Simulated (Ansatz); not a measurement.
# 96-atom supercell of 4H SiC with displaced atoms, uniaxial strain +1.7 %

Aim: forces and frontier levels of a cell whose atoms are off their sites, by PBE and r²SCAN.

All numbers are computed with Ansatz 0.2.0 (PAW, plane waves).

### 1 The system as built

96 atoms (48 Si, 48 C); a = 9.234 Å, b = 10.663 Å, c = 10.247 Å, α = 90.00°, β = 90.00°, γ = 90.00°. All atoms were shaken off their sites by about 0.04 Å along each axis.

Plan of the steps: (2) PBE single point at the single k point (¼, ¼, ¼), on 1 × NVIDIA GB300 with 8 threads of Arm Neoverse-V2; (3) r²SCAN single point at the single k point (¼, ¼, ¼), on 1 × NVIDIA GB300 with 8 threads of Arm Neoverse-V2.

### 2 PBE single point

File in.yaml:

```yaml
crystal:
  lattice:
    - [9.234204, 0.000000, 0.000000]
    - [0.000000, 10.662740, 0.000000]
    - [0.000000, 0.000000, 10.247238]
  atoms:
    - { symbol: Si, position: [0.001550, 0.997819, 0.495391] }
    - { symbol: Si, position: [0.338062, 0.002129, 0.498443] }
    - { symbol: Si, position: [0.166043, 0.249178, 0.502911] }
    - { symbol: Si, position: [0.002401, 0.482483, 0.502479] }
    - { symbol: Si, position: [0.668198, 0.996047, 0.495460] }
    - { symbol: Si, position: [0.498419, 0.247964, 0.501863] }
    - { symbol: Si, position: [0.336978, 0.504749, 0.496754] }
    - { symbol: Si, position: [0.170978, 0.750574, 0.499998] }
    - { symbol: Si, position: [0.840770, 0.250381, 0.502120] }
    - { symbol: Si, position: [0.666906, 0.491362, 0.503453] }
    - { symbol: Si, position: [0.499539, 0.752180, 0.501625] }
    - { symbol: Si, position: [0.835105, 0.753413, 0.508946] }
    - { symbol: Si, position: [0.999216, 0.162000, 0.252423] }
    - { symbol: Si, position: [0.329439, 0.172102, 0.250872] }
    - { symbol: Si, position: [0.174125, 0.414095, 0.250392] }
    - { symbol: Si, position: [0.006955, 0.667651, 0.251089] }
    - { symbol: Si, position: [0.667277, 0.158205, 0.251319] }
    - { symbol: Si, position: [0.509775, 0.415347, 0.248218] }
    - { symbol: Si, position: [0.330499, 0.664760, 0.250599] }
    - { symbol: Si, position: [0.166131, 0.912664, 0.257910] }
    - { symbol: Si, position: [0.832861, 0.413206, 0.244320] }
    - { symbol: Si, position: [0.670111, 0.664257, 0.254347] }
    - { symbol: Si, position: [0.509135, 0.914422, 0.246821] }
    - { symbol: Si, position: [0.828314, 0.921931, 0.243006] }
    - { symbol: Si, position: [0.167903, 0.080316, 0.751733] }
    - { symbol: Si, position: [0.002868, 0.328094, 0.746227] }
    - { symbol: Si, position: [0.493394, 0.091830, 0.752390] }
    - { symbol: Si, position: [0.334947, 0.336955, 0.745718] }
    - { symbol: Si, position: [0.170088, 0.584713, 0.741949] }
    - { symbol: Si, position: [0.004349, 0.834380, 0.747110] }
    - { symbol: Si, position: [0.834938, 0.082332, 0.752229] }
    - { symbol: Si, position: [0.665442, 0.330899, 0.753292] }
    - { symbol: Si, position: [0.503376, 0.577708, 0.753612] }
    - { symbol: Si, position: [0.334137, 0.835397, 0.762071] }
    - { symbol: Si, position: [0.836538, 0.580681, 0.748679] }
    - { symbol: Si, position: [0.666405, 0.832503, 0.749544] }
    - { symbol: Si, position: [0.998688, 0.994104, 0.997333] }
    - { symbol: Si, position: [0.331515, 0.004384, 0.007737] }
    - { symbol: Si, position: [0.169762, 0.252680, 0.998639] }
    - { symbol: Si, position: [0.000320, 0.501039, 0.003818] }
    - { symbol: Si, position: [0.669940, 0.999010, 0.999578] }
    - { symbol: Si, position: [0.498371, 0.245895, 0.997573] }
    - { symbol: Si, position: [0.324200, 0.501059, 0.999906] }
    - { symbol: Si, position: [0.167214, 0.751950, 0.001773] }
    - { symbol: Si, position: [0.839318, 0.249193, 0.998490] }
    - { symbol: Si, position: [0.672716, 0.504141, 0.997169] }
    - { symbol: Si, position: [0.489457, 0.746410, 0.002813] }
    - { symbol: Si, position: [0.829182, 0.744888, 0.999735] }
    - { symbol: C, position: [0.993605, 0.999961, 0.185324] }
    - { symbol: C, position: [0.332170, 0.005388, 0.193409] }
    - { symbol: C, position: [0.159793, 0.248048, 0.186511] }
    - { symbol: C, position: [0.003326, 0.505300, 0.187274] }
    - { symbol: C, position: [0.664908, 0.000467, 0.186113] }
    - { symbol: C, position: [0.504359, 0.252762, 0.191168] }
    - { symbol: C, position: [0.336968, 0.501173, 0.186536] }
    - { symbol: C, position: [0.167920, 0.745194, 0.189735] }
    - { symbol: C, position: [0.828392, 0.249801, 0.187952] }
    - { symbol: C, position: [0.671693, 0.500376, 0.183054] }
    - { symbol: C, position: [0.498234, 0.740269, 0.190139] }
    - { symbol: C, position: [0.827307, 0.750560, 0.187218] }
    - { symbol: C, position: [0.008885, 0.994608, 0.687844] }
    - { symbol: C, position: [0.327432, 0.001517, 0.696380] }
    - { symbol: C, position: [0.166317, 0.247999, 0.683335] }
    - { symbol: C, position: [0.998012, 0.498487, 0.684804] }
    - { symbol: C, position: [0.667241, 0.004559, 0.685163] }
    - { symbol: C, position: [0.493766, 0.252852, 0.680800] }
    - { symbol: C, position: [0.331427, 0.496059, 0.685540] }
    - { symbol: C, position: [0.154066, 0.743817, 0.688566] }
    - { symbol: C, position: [0.832297, 0.258402, 0.681761] }
    - { symbol: C, position: [0.665454, 0.501234, 0.695956] }
    - { symbol: C, position: [0.495696, 0.746153, 0.688602] }
    - { symbol: C, position: [0.832488, 0.755433, 0.693691] }
    - { symbol: C, position: [0.000092, 0.162266, 0.426696] }
    - { symbol: C, position: [0.333410, 0.175277, 0.437909] }
    - { symbol: C, position: [0.163461, 0.419112, 0.435715] }
    - { symbol: C, position: [0.001571, 0.667276, 0.433484] }
    - { symbol: C, position: [0.673627, 0.171026, 0.439044] }
    - { symbol: C, position: [0.499677, 0.417526, 0.442282] }
    - { symbol: C, position: [0.340394, 0.674358, 0.439362] }
    - { symbol: C, position: [0.169248, 0.919053, 0.434928] }
    - { symbol: C, position: [0.828402, 0.419158, 0.439913] }
    - { symbol: C, position: [0.665292, 0.668152, 0.433980] }
    - { symbol: C, position: [0.498774, 0.918932, 0.440288] }
    - { symbol: C, position: [0.827419, 0.915957, 0.440805] }
    - { symbol: C, position: [0.175273, 0.078630, 0.941402] }
    - { symbol: C, position: [0.991517, 0.336523, 0.941676] }
    - { symbol: C, position: [0.501974, 0.081003, 0.939673] }
    - { symbol: C, position: [0.342342, 0.325609, 0.931735] }
    - { symbol: C, position: [0.163286, 0.582660, 0.939809] }
    - { symbol: C, position: [0.000340, 0.838740, 0.935924] }
    - { symbol: C, position: [0.832546, 0.085626, 0.930645] }
    - { symbol: C, position: [0.663416, 0.336671, 0.944479] }
    - { symbol: C, position: [0.496979, 0.582498, 0.931531] }
    - { symbol: C, position: [0.329050, 0.832274, 0.939537] }
    - { symbol: C, position: [0.825997, 0.581548, 0.939637] }
    - { symbol: C, position: [0.666783, 0.834989, 0.938475] }
  symmetry: { detect: false }
kpoints:
  mp_grid: { grid: [1, 1, 1], shift: [0.25, 0.25, 0.25] }
hamiltonian:
  xc: pbe
scf:
  occupations: { method: fermi_dirac, width: 0.01 }
output:
  forces: true
  eigenvalues: true
  populations: true
  eigenstates: { kpoints: [[0.25, 0.25, 0.25]], e_range: [-6.0, 6.0], localisation: true }
```

### 3 r²SCAN single point

in.yaml, as its differences from that of step 2:

```diff
@@ -106,3 +106,3 @@
 hamiltonian:
-  xc: pbe
+  xc: r2scan
 scf:
```

Before running it: what results should come out? Wanted: for each run, top filled to lowest empty; force change.

The runs gave:

| level | time | top filled to lowest empty (eV) | force change (eV/Å rms) |
| --- | --- | --- | --- |
| PBE | 3.9 s (GPU) | 2.57 | 0 |
| r²SCAN | 6.3 s (GPU) | 2.95 | 0.044 |

r²SCAN forces are 3 % stiffer than those of PBE by the slope, and differ by 0.04 eV/Å rms. With one k point the spacing samples only the states that fold onto it, so it can exceed the gap over the zone.
